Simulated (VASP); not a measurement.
# P (P2/m) in VASP: further runs

Runs on P. Level: PBE. Tasks: single point.

Program: VASP 6.6.1. These are calculated values, not measurements. Logs are shortened: lines on timing, memory, paths and dates and some standing lists are left out, and cuts for length are marked.

## Step 1: The structure

Symmetry: P2/m, No. 10, monoclinic system. Conventional cell: a = 2.425 Å, b = 2.439 Å, c = 4.852 Å, α = 90.00°, β = 90.24°, γ = 90.00°. P (site symmetry m) has 6 P at 2.42 to 2.44 Å as nearest neighbours.

This isn't the form of P at room conditions, which is orthorhombic.

## Step 2: Single point, PBE

File INCAR:

```
PREC = Accurate
ENCUT = 340
EDIFF = 1E-6
ISMEAR = 0
SIGMA = 0.1
LREAL = False
LASPH = True
NELM = 100
ALGO = Normal
ISIF = 2
LWAVE = False
LCHARG = False
GGA = PE
ADDGRID = False
```

File KPOINTS:

```
regular mesh
0
Gamma
  6 6 3
```

File POSCAR:

```
P
1.0
    2.4246941115      0.0000000000      0.0000000000
    0.0000000000      2.4385351442      0.0000000000
   -0.0203144631      0.0000000000      4.8524328982
P
2
Direct
    0.0000000300      0.0000000000      0.7494253600
    0.9999999700      0.0000000000      0.2505746400
```

Potentials or basis: VASP PAW PBE potentials, release 64 (P).

Command:

```sh
$ cat potpaw_PBE.64/P/POTCAR > POTCAR
$ mpirun -np 1 vasp_std > vasp.out
```

OUTCAR:

```text
PREC = Accurate
   ENCUT = 340
   EDIFF = 1E-6
   ISMEAR = 0
   LREAL = False
   LASPH = True
   NELM = 100
   ISIF = 2
   GGA = PE

 Found     40 irreducible k-points:

 Following reciprocal coordinates:
            Coordinates               Weight
  0.000000  0.000000  0.000000      1.000000
  0.166667  0.000000 -0.000000      2.000000
  0.333333  0.000000 -0.000000      2.000000
  0.500000  0.000000 -0.000000      1.000000
  0.000000  0.166667  0.000000      2.000000
  0.166667  0.166667 -0.000000      4.000000
   k-points           NKPTS =     40   k-points in BZ     NKDIM =     40   number of bands    NBANDS=      9
   number of dos      NEDOS =    301   number of ions     NIONS =      2
   total plane-waves  NPLWV =   7680
   dimension x,y,z NGX =    16 NGY =   16 NGZ =   30
   dimension x,y,z NGXF=    32 NGYF=   32 NGZF=   60
   ions per type =               2
   NGX,Y,Z   is equivalent  to a cutoff of  10.97, 10.91, 10.28 a.u.
   NGXF,Y,Z  is equivalent  to a cutoff of  21.94, 21.82, 20.56 a.u.
 SYSTEM =  unknown system
   PREC   = accura    normal or accurate (medium, high low for compatibility)
   ISTART =      0    job   : 0-new  1-cont  2-samecut
   ICHARG =      2    charge: 1-file 2-atom 10-const
   ISPIN  =      1    spin polarized calculation?
   LNONCOLLINEAR =      F non collinear calculations
   LSORBIT =      F    spin-orbit coupling
   LASPH  =      T    aspherical Exc in radial PAW
   ENCUT  =  340.0 eV  24.99 Ry    5.00 a.u.   3.65  3.67  7.30*2*pi/ulx,y,z
   NELM   =    100;   NELMIN=  2; NELMDL= -5     # of ELM steps
   EDIFF  = 0.1E-05   stopping-criterion for ELM
   LREAL  =      F    real-space projection
   EDIFFG = 0.1E-04   stopping-criterion for IOM
   NSW    =      0    number of steps for IOM
   IBRION =     -1    ionic relax: 0-MD 1-quasi-New 2-CG
   NFREE  =      0    steps in history (QN), initial steepest desc. (CG)
   ISIF   =      2    stress and relaxation
   ISYM   =      2    0-nonsym 1-usesym 2-fastsym
   POTIM  = 0.5000    time-step for ionic-motion
   TEBEG  =    0.0;   TEEND  =   0.0 temperature during run
   PSTRESS=    0.0 pullay stress
   NELECT =      10.0000    total number of electrons
   NUPDOWN=      -1.0000    fix difference up-down
   EMIN   =  10.00;   EMAX   =-10.00  energy-range for DOS
   EFERMI =   0.00;   METHOD = LEGACY
   ISMEAR =     0;   SIGMA  =   0.10  broadening in eV -4-tet -1-fermi 0-gaus
   EFERMI_NEDOS =   21; number of points for ismear=-14 and -15
   IALGO  =     38    algorithm
   IMIX   =      4    mixing-type and parameters
     AMIX     =   0.40;   BMIX     =  1.00
     AMIX_MAG =   1.60;   BMIX_MAG =  1.00
  volume/ion in A,a.u.               =      14.35        96.81
  Fermi-wavevector in a.u.,A,eV,Ry     =   1.152107  2.177167 18.059715  1.327352
  Thomas-Fermi vector in A             =   2.288761
   LORBIT       =      0    0 simple, 1 ext, 2 COOP (PROOUT), +10 PAW based schemes
   GGA     = PE    functional components
   LHFCALC =     F    Hartree Fock is set to
   AEXX    =    0.0000 exact exchange contribution
   IVDW    =     0    specifies the selected vdW correction
   LEPSILON=     F    determine dielectric tensor
   LRPA    =     F    only Hartree local field effects (RPA)
 non-spin polarized calculation
 Gauss-broadening in eV      SIGMA  =   0.10
  energy-cutoff  :      340.00
  volume of cell :       28.69
 maximum number of plane-waves:       419
 NGX is ok and might be reduce to    16
   NGX =  7   NGY =  7   NGZ = 15

 number of electron      10.0000005 magnetization

 Free energy of the ion-electron system (eV)
  ---------------------------------------------------
  ext. energy  EPLUGINS =         0.00000000
  ---------------------------------------------------
  free energy    TOTEN  =       -10.58837529 eV

  energy without entropy =      -10.58073262  energy(sigma->0) =      -10.58455396

 E-fermi :  10.0500     XC(G=0): -11.3366

 val. band max:       10.0275666554   @ k =  -0.1667   0.1667   0.3333
 cond. band min:      10.0625370419   @ k =   0.1667   0.1667   0.3333
 fundamental gap:      0.0349703865
 Fermi energy:        10.0500179347

 k-point     1 :       0.0000    0.0000    0.0000
  band No.  band energies     occupation
      1      -6.7875      2.00000
      2      -2.3579      2.00000
      3       1.0663      2.00000
      4      14.8179      0.00000
      5      15.0218      0.00000
      6      15.0641      0.00000
      7      16.6239      0.00000
      8      16.6834      0.00000
      9      17.7468      0.00000

 k-point     2 :       0.1667    0.0000   -0.0000
  band No.  band energies     occupation
      1      -6.1455      2.00000
      2      -1.7117      2.00000
      3       1.6441      2.00000
      4       9.6158      2.00000
      5      13.0724      0.00000
      6      15.3215      0.00000
      7      15.5320      0.00000
      8      17.1398      0.00000
      9      18.1997      0.00000

 k-point     3 :       0.3333    0.0000   -0.0000
  band No.  band energies     occupation
      1      -4.2968      2.00000
      2       0.1799      2.00000
      3       3.2225      2.00000
      4       4.2238      2.00000
      5       7.9475      2.00000
      6      13.4084      0.00000
      7      16.6701      0.00000
      8      16.8775      0.00000
      9      18.3999      0.00000

 k-point     4 :       0.5000    0.0000   -0.0000
  band No.  band energies     occupation
      1      -2.3450      2.00000
      2       1.0641      2.00000
      3       2.4804      2.00000
      4       4.4996      2.00000
      5       4.5770      2.00000
      6      10.7758      0.00000
      7      17.7366      0.00000
      8      17.9421      0.00000
      9      19.2593      0.00000

 k-point     5 :       0.0000    0.1667    0.0000
  band No.  band energies     occupation
      1      -6.1558      2.00000
      2      -1.7213      2.00000
      3       1.6339      2.00000
      4       9.4834      2.00000
      5      12.9429      0.00000
      6      15.5143      0.00000
      7      15.5566      0.00000
      8      17.1745      0.00000
      9      18.5130      0.00000

 k-point     6 :       0.1667    0.1667   -0.0000
  band No.  band energies     occupation
      1      -5.5147      2.00000
      2      -1.0776      2.00000
      3       2.2085      2.00000
      4       9.5106      2.00000
      5      10.8347      0.00000
      6      12.5085      0.00000
      7      15.2331      0.00000
      8      16.0209      0.00000
      9      18.9956      0.00000

 [... further k-points ...]

------------------------ aborting loop because EDIFF is reached ----------------------------------------

  FORCE on cell =-STRESS in cart. coord.  units (eV):
  Direction    XX          YY          ZZ          XY          YZ          ZX
  --------------------------------------------------------------------------------------
  -------------------------------------------------------------------------------------
  Total        0.3013379      0.4164744      0.3030319      0.0000000      0.0000000      0.0281418
  in kB       16.8274696     23.2569832     16.9220682      0.0000000      0.0000000      1.5715089
  external PRESSURE =      19.0021737 kB  Pullay stress =       0.0000000 kB

 VOLUME and BASIS-vectors are now :
 -----------------------------------------------------------------------------
  energy-cutoff  :      340.00
  volume of cell :       28.69
      direct lattice vectors                 reciprocal lattice vectors
     2.424694112  0.000000000  0.000000000     0.412423157  0.000000000  0.001726589
     0.000000000  2.438535144  0.000000000     0.000000000  0.410082259  0.000000000
    -0.020314463  0.000000000  4.852432898     0.000000000  0.000000000  0.206082190

 POSITION                                       TOTAL-FORCE (eV/Angst)
 -----------------------------------------------------------------------------------
     -0.01522      0.00000      3.63654         0.000200      0.000000      0.022042
      2.41960      0.00000      1.21590        -0.000200      0.000000     -0.022042
 -----------------------------------------------------------------------------------
    total drift:                                0.000000      0.000000     -0.000000

  FREE ENERGIE OF THE ION-ELECTRON SYSTEM (eV)
  ---------------------------------------------------
  free  energy   TOTEN  =       -10.5883752935 eV

  energy  without entropy=      -10.5807326166  energy(sigma->0) =      -10.58455396
```

It took 4.4 s on 1 thread of Intel Xeon Platinum 8259CL at 2.50GHz (Skylake/Cascade Lake), shared host; peak memory 0.11 GiB.

The run converged, but some of its settings lie outside the range that counts as converged, so its numbers aren't taken as properties of the crystal.

What came out:

| Item | Value |
| --- | --- |
| Free energy | -10.5884 eV |
| Pressure | 1.9 GPa |
| Largest force | 0.022 eV/Å |
| Band gap on the k mesh | none (metal or under the smearing width) |

Caveat: the k mesh is coarse (spacing up to 0.43 Å⁻¹), so the values aren't converged.

[end of part 1 of 2]
